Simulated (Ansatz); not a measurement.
**PtS2: a single-point run**

Aim: a sound single-point run of PtS2. The structure is shown as the input types it. The cell is built on a prototype (CdCl2 type) and needn't be the phase found in nature.

Method: density functional or hybrid calculation with the settings of its input, plane waves (as first typed), in Ansatz 0.2.0.

4 further runs of the same task are left out: 1 for a known fault of the program, 3 that didn't finish.

## Step 1: Starting point

The structure is trigonal, space group R-3m (No. 166). The conventional cell has a = 3.529 Å, b = 3.529 Å, c = 16.569 Å, α = 90.00°, β = 90.00°, γ = 120.00°. Around Pt (site symmetry -3m) lie 6 S at 2.39 Å. S (site symmetry 3m) is surrounded by 3 Pt at 2.39 Å.

Structure file:

```xyz
3
Lattice="1.7644 1.0187 5.5230 -1.7644 1.0187 5.5230 0.0000 -2.0374 5.5230" Properties=species:S:1:pos:R:3 pbc="T T T"
Pt    0.0000    0.0000    0.0000
S     0.0000    0.0000    4.2799
S     0.0000    0.0000   12.2893
```

## Step 2: The calculation

Contents of input.yaml:

```yaml
crystal:
  lattice:
    - [1.7644429029, 1.018701585, 5.5230462153]
    - [-1.7644429029, 1.018701585, 5.5230462153]
    - [0.0, -2.0374031699, 5.5230462153]
  atoms:
    - { symbol: Pt, position: [0.0, 0.0, 0.0] }
    - { symbol: S, position: [0.2583047871, 0.2583047871, 0.2583047871] }
    - { symbol: S, position: [0.7416952129, 0.7416952129, 0.7416952129] }
kpoints:
  mp_grid: { grid: [4, 4, 4] }
hamiltonian:
  xc: hse06
scf:
  occupations: { method: fixed }
  n_extra_bands: 4
  exx: { max_outer_iter: 2 }
output:
  forces: true
  stress: true
  eigenvalues: true
```

Run with:

```bash
$ ansatz run input.yaml --threads 4 --pin off --max-ram 3686MiB --backend cpu --events-out ev --progress --plain --runs-dir out
```

**Question.** How will this run end, and is anything wrong with its input?

The program finished normally, with warnings (stress exchange threshold loose, stress scf threshold loose). Its log warns: «output.stress: scf.convergence.dr2_threshold = 1e-7 eV (the SCF's general default) is looser than the 3e-10 eV advised for a printed stress (1e-10 eV for each atom of the ...»

In the input, scf.exx.max_outer_iter is 2. The risk: too low a cap on iterations. It still converged here, which does not make the setting sound.

To check: delete scf.exx.max_outer_iter (the default then holds).
